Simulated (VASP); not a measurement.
The system is GaN.

```xyz
2
Lattice="0.0000 2.2500 2.2500 2.2500 0.0000 2.2500 2.2500 2.2500 0.0000" Properties=species:S:1:pos:R:3 pbc="T T T"
Ga    0.0000    0.0000    0.0000
N     1.1250    1.1250    1.1250
```

The cell was built by a generator and needn't be a form met in nature.

* Program: VASP 6.6.1
* Task: relaxation of cell and atoms
* Functional: LDA
* Potentials or basis: VASP PAW LDA potentials, release 64 (Ga_d, N)
* Cutoff: 600 eV
* k mesh: 8 × 8 × 8
* Occupations: fermi-dirac, width 0.05 eV
* Spin: no spin polarisation

At the start: pressure -4.8 GPa; volume 11.39 Å³/atom.

Where does the relaxation end?

Over 5 steps the energy falls by 4.3 meV/atom and the volume is 11.10 Å³/atom (-2.6 %); space group F-43m (No. 216, to 0.05 Å).

The path:
```tsv
step	energy change (eV)	largest force (eV/Å)	pressure (GPa)	volume (Å³)
1	0.0000	0.0000	-4.77	22.78
2	-0.0001	0.0000	5.16	21.68
3	-0.0086	0.0000	-0.45	22.22
4	-0.0086	0.0000	0.44	22.18
5	-0.0086	0.0000	0.16	22.20
```

Final structure:
```
Ga N
1.0
     0.00000    2.23061    2.23061
     2.23061    0.00000    2.23061
     2.23061    2.23061    0.00000
Ga N
1 1
Direct
  0.00000 0.00000 0.00000
  0.25000 0.25000 0.25000
```
